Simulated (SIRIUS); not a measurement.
The system is Zr.

```
CELL_PARAMETERS angstrom
3.23200 0.00000 0.00000
-1.61600 2.79899 0.00000
0.00000 0.00000 5.14700
ATOMIC_POSITIONS crystal
Zr 0.66667 0.33333 0.75000
Zr 0.33333 0.66667 0.25000
```

Base run:

```yaml
Program: SIRIUS 7.12.0
Functional: KT2
Potentials_or_basis: PseudoDojo 0.4.1 PBE standard (scalar relativistic)
Cutoff: 915 eV
Density_cutoff: 3659 eV
k_mesh: 9 × 9 × 5
Occupations: fermi-dirac, width 0.05 eV
Spin: no spin polarisation
```

Its results: band gap on the k mesh none (metal or under the smearing width); pressure -6.4 GPa.

Q: After a change of settings the same cell gave: band gap on the k mesh none (metal or under the smearing width); pressure -5.9 GPa. Which change was it?
A. functional from KT2 to AM05; libxc names from ["XC_GGA_XC_KT2"] to ["XC_GGA_X_AM05", "XC_GGA_C_AM05"]
B. functional from KT2 to APBE; libxc names from ["XC_GGA_XC_KT2"] to ["XC_GGA_X_APBE", "XC_GGA_C_APBE"]
C. functional from KT2 to LDA; libxc names from ["XC_GGA_XC_KT2"] to ["XC_LDA_X", "XC_LDA_C_PW"]
D. functional from KT2 to RPBE; libxc names from ["XC_GGA_XC_KT2"] to ["XC_GGA_X_RPBE", "XC_GGA_C_PBE"]

A: C.

Caveats: the potentials were made for another functional, which shifts forces and pressure.
